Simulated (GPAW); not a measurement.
# Ti (P6_3/mmc) in GPAW: single point with r2SCAN

Aim: the single point of Ti with r2SCAN.

All numbers are computed with GPAW 26.7.0; they aren't measurements. Logs are shortened: lines on timing, memory, paths and dates and some standing lists are left out, and cuts for length are marked. The log counts tension as positive stress, the text compression.

## (1) The structure

Symmetry: P6_3/mmc, No. 194, hexagonal system. The conventional cell has a = 2.950 Å, b = 2.950 Å, c = 4.680 Å, α = 90.00°, β = 90.00°, γ = 120.00°. Ti (site symmetry -6m2) is surrounded by 12 Ti at 2.89 to 2.95 Å.

## (2) Single point, r2SCAN

Contents of run.py:

```python
from ase.dft.bandgap import bandgap
from ase.io import read, write
from ase.units import GPa
from gpaw import GPAW, PW

atoms = read('POSCAR')

calc = GPAW(mode=PW(500),
            xc='MGGA_X_R2SCAN+MGGA_C_R2SCAN',
            kpts={'size': (8, 8, 5), 'gamma': True},
            occupations={'name': 'fermi-dirac', 'width': 0.05},
            nbands=24,
            maxiter=120,
            txt='gpaw.txt')
atoms.calc = calc
energy = atoms.get_potential_energy()
forces = atoms.get_forces()
stress = atoms.get_stress()
calc.write('gs.gpw')
write('result.traj', atoms)
print(f'Energy: {energy:.6f} eV')
print('Forces (eV/A):')
print(forces.round(4))
print('Stress (GPa):', (stress / GPa).round(3))
print('Fermi level:', round(calc.get_fermi_level(), 4), 'eV')
print(f'Gap: {bandgap(calc)[0]:.4f} eV, direct: {bandgap(calc, direct=True)[0]:.4f} eV')
```

Contents of POSCAR:

```
Ti
1.0
    2.9500000000      0.0000000000      0.0000000000
   -1.4750000000      2.5547749412      0.0000000000
    0.0000000000      0.0000000000      4.6800000000
Ti
2
Direct
    0.6666666667      0.3333333333      0.7500000000
    0.3333333333      0.6666666667      0.2500000000
```

Potentials or basis: GPAW PAW data sets (gpaw-data 1.2.1), pw.

Run with:

```sh
OMP_NUM_THREADS=1 python run.py
```

gpaw.txt:

```text
__  _  _
 | _ |_)|_||  |
 |__||  | ||/\| - 26.7.0

Input parameters:
  mode=PW(ecut=500.0),
  kpts=MonkhorstPack(size=(8, 8, 5), gamma=True),
  maxiter=120,
  nbands=24,
  occupations=Occupations(name='fermi-dirac', width=0.05),
  xc=XC(name='MGGA_X_R2SCAN+MGGA_C_R2SCAN')

Diagonalizing LCAO Hamiltonian
Converting LCAO to pw mode

          Ti

        Ti

Atoms  # Å, Bohr magnetons
|   | symbol |         x |        y |        z |    initial magnetic moments |
|---|--------|-----------|----------|----------|-----------------------------|
| 0 |     Ti |  1.475000 | 0.851592 | 3.510000 | ( 0.0000,  0.0000,  0.0000) |
| 1 |     Ti | -0.000000 | 1.703183 | 1.170000 | ( 0.0000,  0.0000,  0.0000) |

Unit cell  # Å
| periodic |         x |        y |        z |  lengths |     angles |
|----------|-----------|----------|----------|----------|------------|
|      yes |  2.950000 | 0.000000 | 0.000000 | 2.950000 |  90.000000 |
|      yes | -1.475000 | 2.554775 | 0.000000 | 2.950000 |  90.000000 |
|      yes |  0.000000 | 0.000000 | 4.680000 | 4.680000 | 120.000000 |

Number of symmetries: 12
Symmetry operations  # r_c * U_cc + t_c -> r_c
|    | kind |            matrix            |
|----|------|------------------------------|
|  0 |  σ   |  1, 1, 0,  0,-1, 0,  0, 0, 1 |
|  1 |  S6  |  1, 1, 0, -1, 0, 0,  0, 0,-1 |
|  2 |  E   |  1, 0, 0,  0, 1, 0,  0, 0, 1 |
|  3 |  C2  |  1, 0, 0, -1,-1, 0,  0, 0,-1 |
|  4 |  C2  |  0, 1, 0,  1, 0, 0,  0, 0,-1 |
|  5 |  C3  |  0, 1, 0, -1,-1, 0,  0, 0, 1 |
|  6 |  S6  |  0,-1, 0,  1, 1, 0,  0, 0,-1 |
|  7 |  σ   |  0,-1, 0, -1, 0, 0,  0, 0, 1 |
|  8 |  σ   | -1, 0, 0,  1, 1, 0,  0, 0, 1 |
|  9 |  i   | -1, 0, 0,  0,-1, 0,  0, 0,-1 |
| 10 |  C3  | -1,-1, 0,  1, 0, 0,  0, 0, 1 |
| 11 |  C2  | -1,-1, 0,  0, 1, 0,  0, 0,-1 |

BZ-sampling:
  Number of BZ points: 320
  Number of IBZ points: 40

  Monkhorst-Pack size: [8, 8, 5]
  Monkhorst-Pack shift: [0.0625, 0.0625, 0.0]

K-points  # in reciprocal-cell coordinates
|     |                                coordinates |     weight |
|-----|--------------------------------------------|------------|
|   0 | (  0.00000000,   0.00000000,   0.00000000) | 0.00312500 |
|   1 | (  0.00000000,   0.00000000,   0.20000000) | 0.00625000 |
|   2 | (  0.00000000,   0.00000000,   0.40000000) | 0.00625000 |
|   3 | (  0.12500000,   0.00000000,  -0.40000000) | 0.01875000 |
|   4 | (  0.12500000,   0.00000000,  -0.20000000) | 0.01875000 |
|   5 | (  0.12500000,   0.00000000,   0.00000000) | 0.01875000 |
|   6 | (  0.12500000,   0.00000000,   0.20000000) | 0.01875000 |
|   7 | (  0.12500000,   0.00000000,   0.40000000) | 0.01875000 |
|   8 | (  0.25000000,  -0.12500000,   0.00000000) | 0.01875000 |
|   9 | (  0.25000000,  -0.12500000,   0.20000000) | 0.03750000 |
| ... |                                            |            |
|  39 | (  0.50000000,   0.50000000,   0.40000000) | 0.01875000 |

Plane wave coefficients: 929
Cutoff: 500.0 eV

Spin-components: 1 (collinear spins)
Bands:           24
Projectors:      12
Spin-degeneracy: 2
Datatype:        complex128

Parallelization:
  kpt:    1
  domain: 1
  band:   1

Density:
  Valence electrons: 24.0
  Components: 1
  Grid points: [16 16 25]
  Charge: 0.0  # |e|

Potential:
  Grid points: [16 16 25]

species:
  Ti:
    name:    Titanium
    Z:       22.0
    valence: 12
    core:    10
    charge:  0.0  # [|e|]
    compensation charges:
      type: gauss
      rc: 0.38  # [Å]
      lmax: 2
    cutoffs:
      filter: 2.23  # [Å]
      core: 1.02  # [Å]
    projectors
    | kind |    occ | energy [eV] | rcut [Å] |
    |------|--------|-------------|----------|
    |   3s |  2.000 |     -62.623 |    1.270 |
    |   4s |  2.000 |      -4.466 |    1.270 |
    |   3p |  6.000 |     -38.862 |    1.058 |
    |   4p |  0.000 |      -1.466 |    1.058 |
    |   3d |  2.000 |      -4.258 |    1.058 |
    |    d |        |      22.953 |    1.058 |

    Using partial waves for Ti as LCAO basis

Reference energy: -46448.028563  # eV

eigensolver:
  PPCG
  Converge bands: occupied
  niter=2

density mixing:
  MSR1-Mixer
  Pratt-step length: 0.05
  Maximum mixing coefficient: 0.75
  Old densities: 10
  SVD Regularization: 0.005
  Good broyden scale: 1.0
  Trust region scale: 1.0
  Backstep threshold: 4.0
  History deletion threshold: 6.0
  Fourier metric: weight=20.0, sigma=0.015

occupation numbers:
  Fermi-Dirac:
    width: 0.0500  # eV

poisson solver:
  ecut: 4000.0  # eV

xc functional:
  name: MGGA_X_R2SCAN+MGGA_C_R2SCAN with 2 nearest neighbor stencil

convergence criteria:
- Maximum [total energy] change in last 3 cyles: 0.0005 eV / valence electron
- Maximum integral of absolute [dens]ity change: 0.0001 electrons / valence electron
- Maximum integral of absolute [eigenst]ate change: 4e-08 eV^2 / valence electron
maximum number of iterations: 120

SCF iterations
|iter     | |      energy | eigst |  dens |
|---------|-|-------------|-------|-------|
|iter:   1| |  -30.802736 | +0.01 |       |
|iter:   2| |  -23.141007 | -1.83 | -1.19 |
|iter:   3| |  -22.710129 | -1.23 | -1.21 |
|iter:   4| |  -22.725554 | -3.11 | -2.03 |
|iter:   5| |  -22.728836 | -3.81 | -2.31 |
|iter:   6| |  -22.728946c| -5.20 | -3.27 |
|iter:   7| |  -22.728976c| -5.72 | -3.57 |
|iter:   8| |  -22.728975c| -7.06 | -4.20c|
|iter:   9| |  -22.728975c| -8.10c| -4.51c|

Converged in 9 steps
Energy contributions relative to reference atoms: (reference = -46448.028563)

Energy contributions:
  Kinetic:           8.948235
  Coulomb:          -9.140592
  Zero:             -0.355299
  External:          0.000000
  Xc:              -22.176060
  Entropy:          -0.010518
  Spinorbit:         0.000000
  ----------------------------
  Free energy:     -22.734234
  Extrapolated:    -22.728975

dipole moment: (0.000000, 0.000000, 0.000000)  # |e|*Ang

Fermi level: 8.392
Eigenvalues  # (at kpt = [0.000, 0.000, 0.000])
| band index |      eig [eV] | occ [0-2] |
|------------|---------------|-----------|
|          0 |       -50.885 |     2.000 |
|        ... |               |           |
|          2 |       -26.428 |     2.000 |
|          3 |       -25.785 |     2.000 |
|          4 |       -25.785 |     2.000 |
|          5 |       -25.731 |     2.000 |
|          6 |       -25.688 |     2.000 |
|          7 |       -25.688 |     2.000 |
[... 8 lines left out ...]
|         16 |        10.205 |     0.000 |
|         17 |        10.205 |     0.000 |
|        ... |               |           |
|         23 |        26.358 |     0.000 |

No gap
No difference between direct/indirect transitions

Forces  # eV/Ang
|       x |       y |        z |
|---------|---------|----------|
| 0.00000 | 0.00000 | -0.00072 |  # Ti   0
| 0.00000 | 0.00000 |  0.00072 |  # Ti   1

Stress tensor  # eV/Ang^3
|        x |        y |        z |
|----------|----------|----------|
| 0.011438 | 0.000000 | 0.000000 |
| 0.000000 | 0.011438 | 0.000000 |
| 0.000000 | 0.000000 | 0.015125 |

# Writing to gs.gpw (mode='')
```

Run time: 38 s. Hardware: 1 thread of Arm Neoverse V1, shared host; peak memory 0.22 GiB.

What came out:

- Free energy: -22.7342 eV
- Pressure: -2.0 GPa
- Band gap on the k mesh: none (metal or under the smearing width)

Caveat: the cutoff is short for stress and forces, so pressures can be off by a GPa or more; the PAW data sets were made with another functional, which shifts forces and pressure a little.
